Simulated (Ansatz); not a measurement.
**CoO**

```
CELL_PARAMETERS angstrom
-1.50800 1.50800 2.10725
1.50800 -1.50800 2.10725
1.50800 1.50800 -2.10725
ATOMIC_POSITIONS crystal
Co 0.00000 0.00000 0.00000
O 0.50000 0.50000 0.00000
```

Atoms are numbered in the order listed.

The conventional cell has a = 3.016 Å, b = 3.016 Å, c = 4.214 Å, α = 90.00°, β = 90.00°, γ = 90.00°. Co (atom 1) has 6 O at 2.11 to 2.13 Å as nearest neighbours. Around O (atom 2) lie 6 Co at 2.11 to 2.13 Å.

The cell is COD entry 1528838, as deposited and not checked against the literature; nothing was relaxed.

Semilocal functionals without U often leave such compounds metallic or with too small a gap, and the real magnetic order may differ.

The magnetic state is the one reached from the start moments; no search over orders was made, so it needn't be the ground state.

Levels of theory: DFT, PBE, all-electron LAPW, scalar-relativistic (Ansatz 0.2.0); DFT, PBE, PAW with Ansatz's default frozen-core files, scalar-relativistic (Ansatz 0.2.0); DFT, PBE, all-electron PAW with datasets made for the crystal, scalar-relativistic (Ansatz 0.2.0).

For LAPW: a Γ-centred 13×13×15 k mesh, Fermi–Dirac smearing of 0.03 eV, basis error target 1 meV/atom, spin-polarised from start moments Co1 2 μB; this mesh doesn't keep the crystal's whole symmetry, which leaves small spurious terms. PAW takes a cutoff of 420 eV at this cell. The crystal-made all-electron datasets (AE datasets) take a cutoff of 420 eV at this cell. The Ansatz runs share mesh, smearing and spin set-up. Values come from LAPW unless marked.

```json
{
  "Band gap": "none at this level of theory (metallic, semimetallic, or a small gap that the functional closes)",
  "Contact hyperfine fields (crystal-made datasets)": "Co1 -12.6, O2 21.9 T, core polarisation included, positive along the moment of the spin-up electrons",
  "Bader charges (from the PAW run)": "Co1 +1.24, O2 -1.24 e",
  "Löwdin charges (with 0.12 e of the cell spilling out of the atomic basis, so their sizes and signs hang on that basis)": "Co1 1.12, O2 -1.00 e",
  "Stress xx, yy, zz (compression positive)": "0.05, 0.05, -0.19 GPa",
  "Moment of the cell": "2.93 μB",
  "Volume per atom": "9.58 Å³",
  "Pressure at this cell": "-0.03 GPa"
}
```

Question: Moments in the spheres: what does the calculation give?

Answer: Co1 2.59, O2 0.32 μB.

Question: Predict this quantity. Density of states at the Fermi level (0.2 eV bin).

Answer: 3.82 states/eV per cell.
